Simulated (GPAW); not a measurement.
The system is As.

```
As
1.0
     1.88080    1.08588    3.51406
    -1.88080    1.08588    3.51406
     0.00000   -2.17176    3.51406
As
2
Direct
  0.22600 0.22600 0.22600
  0.77400 0.77400 0.77400
```

- Program: GPAW 26.7.0
- Task: relaxation of cell and atoms
- Functional: PBEsol
- Potentials or basis: PAW data sets generated in the run's folder for this functional
- Cutoff: 600 eV
- Basis: pw
- k mesh: 7 × 7 × 7
- Occupations: fermi-dirac, width 0.05 eV
- Spin: no spin polarisation

At the start: pressure 0.4 GPa; volume 21.53 Å³/atom.

**Question.** Where does the relaxation end?

**Answer.** Over 11 steps the energy falls by 11.7 meV/atom and the volume is 20.85 Å³/atom (-3.2 %); space group R-3m (No. 166, to 0.05 Å).

The path:
```
step  energy change (eV)  largest force (eV/Å)  pressure (GPa)  volume (Å³)
   1              0.0000                0.3870            0.41        43.06
   2             -0.0039                0.2810            0.01        43.11
   3             -0.0095                0.0160           -0.85        43.13
   4             -0.0107                0.0306           -0.90        43.02
   5             -0.0161                0.1540           -0.59        42.30
   6             -0.0190                0.1614            0.01        41.70
   7             -0.0208                0.0982            0.43        41.46
   8             -0.0221                0.0003            0.63        41.44
   9             -0.0227                0.0306            0.51        41.52
  10             -0.0232                0.0313            0.20        41.65
  11             -0.0233                0.0112            0.04        41.70
```

Final structure:
```
As
1.0
     1.89594    1.09462    3.34896
    -1.89594    1.09462    3.34896
     0.00000   -2.18924    3.34896
As
2
Direct
  0.23017 0.23017 0.23017
  0.76983 0.76983 0.76983
```

Caveat: later steps reuse the first step's grids.
